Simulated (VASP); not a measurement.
Set up this calculation in VASP 6.6.1, as the native input.

| Property | Result |
| --- | --- |
| Task | relaxation of the atoms |
| Functional | r2SCAN |
| Potentials or basis | VASP PAW PBE potentials, release 64 (K_sv, Cl) |
| Cutoff | 600 eV |
| k mesh | 8 × 8 × 8 |
| Occupations | gaussian, width 0.03 eV |
| Spin | no spin polarisation |
| Further INCAR settings | ALGO = Normal; EDIFF = 1e-07; IBRION = 2; EDIFFG = -0.01; NSW = 40 |

The structure of KCl lies in POSCAR:

```
KCl                                     
1.0
    3.7460571971      0.0000000000      0.0000000000
    0.0000000000      3.7460571971      0.0000000000
    0.0000000000      0.0000000000      3.7460571971
  K               Cl            
     1     1
Direct
     0.0000000000000000    0.0000000000000000    0.0000000000000000
     0.5000000000000000    0.5000000000000000    0.5000000000000000
```

Measurements of this composition are mostly on another form, of space group No. 225.

The cell isn't the ideal one: a relaxed cell with its volume scaled by 0.98.

The input as run:

INCAR

```
PREC = Accurate ; ENCUT = 600
EDIFF = 1E-7 ; ISMEAR = 0
SIGMA = 0.03 ; LREAL = F
LASPH = T ; NELM = 80
ALGO = Normal ; ISIF = 2
LWAVE = F ; LCHARG = F
METAGGA = R2SCAN ; LMIXTAU = T
IBRION = 2 ; NSW = 40
EDIFFG = -0.01
```

KPOINTS

```
Automatic mesh
0
Gamma
  8 8 8
```

Potentials or basis: VASP PAW PBE potentials, release 64 (K_sv, Cl).

Command:

```sh
$ cat potpaw_PBE.64/K_sv/POTCAR potpaw_PBE.64/Cl/POTCAR > POTCAR
$ mpirun -np 1 vasp_std > vasp.out
```

It gave:

* Pressure after relaxing: 0.5 GPa
* Band gap on the k mesh: 5.91 eV, indirect (least direct gap 6.13 eV)

Caveat: the relaxation stopped at its first step, so nothing moved; the PAW data sets were made with another functional, which shifts forces and pressure a little.

Run time: 89 s on 1 thread of Intel(R) Xeon(R) Platinum 8488C (Sapphire Rapids) (shared host), peak memory 0.18 GiB.
